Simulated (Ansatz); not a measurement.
From the elastic tensor of GaN at 3 GPa (stress–strain coefficients) to moduli and sound speeds

All numbers below come from DFT PBE, scalar-relativistic, plane waves, PAW in Ansatz. Plane waves to 420 eV; Γ-centred k mesh 10×10×10; fixed occupations. No spin polarisation.

It takes space group F-43m (No. 216, cubic). The conventional cell has a = 4.523 Å, b = 4.523 Å, c = 4.523 Å, α = 90.00°, β = 90.00°, γ = 90.00°. Around Ga (site symmetry -43m) lie 4 N at 1.96 Å. Around N (site symmetry -43m) lie 4 Ga at 1.96 Å.

Relaxed-ion constants (GPa, on the Cartesian axes of the calculation):
C11 = 265.3, C12 = 144.6, C13 = 144.6, C22 = 265.3, C23 = 144.6, C33 = 265.3, C44 = 147.9, C55 = 147.9, C66 = 147.9 GPa; the others vanish.

Density 6.010 g/cm³; 2 atoms in 23.13 Å³.

The values that follow are for a polycrystal of randomly turned grains, by Hill's mean where one number stands. In a crystal this anisotropic the Voigt and Reuss bounds lie far apart, so Hill's mean and the sound speeds and Debye temperature from it are rough.

With S = C⁻¹: B_V = (C11+C22+C33+2(C12+C13+C23))/9, G_V = (C11+C22+C33−C12−C13−C23+3(C44+C55+C66))/15, 1/B_R = S11+S22+S33+2(S12+S13+S23), 15/G_R = 4(S11+S22+S33−S12−S13−S23)+3(S44+S55+S66); Hill is their mean. Then v_l = √((B+4G/3)/ρ), v_t = √(G/ρ), v_m = [(2/v_t³+1/v_l³)/3]^(−1/3) and Θ = (ħ/k_B)·v_m·(6π²n/V)^(1/3) for n atoms in the volume V; E = 9BG/(3B+G), ν = (3B−2G)/(2(3B+G)) and A^U = 5G_V/G_R + B_V/B_R − 6.

- Bulk modulus, Voigt / Reuss / Hill: 184.8 / 184.8 / 184.8 GPa
- Shear modulus, Voigt / Reuss / Hill: 112.9 / 93.6 / 103.3 GPa
- Young's modulus: 261 GPa
- Poisson ratio: 0.265
- Pugh ratio B/G: 1.79
- Universal anisotropy index: 1.03
- Longitudinal and transverse sound speeds: 7326 and 4145 m/s
- Debye temperature from the mean sound speed: 607 K

This zinc-blende form isn't the usual stable structure of the compound at low pressure.

Cost: 1 run of about 1.2 core-minutes, on Arm Neoverse V1 (shared hosts).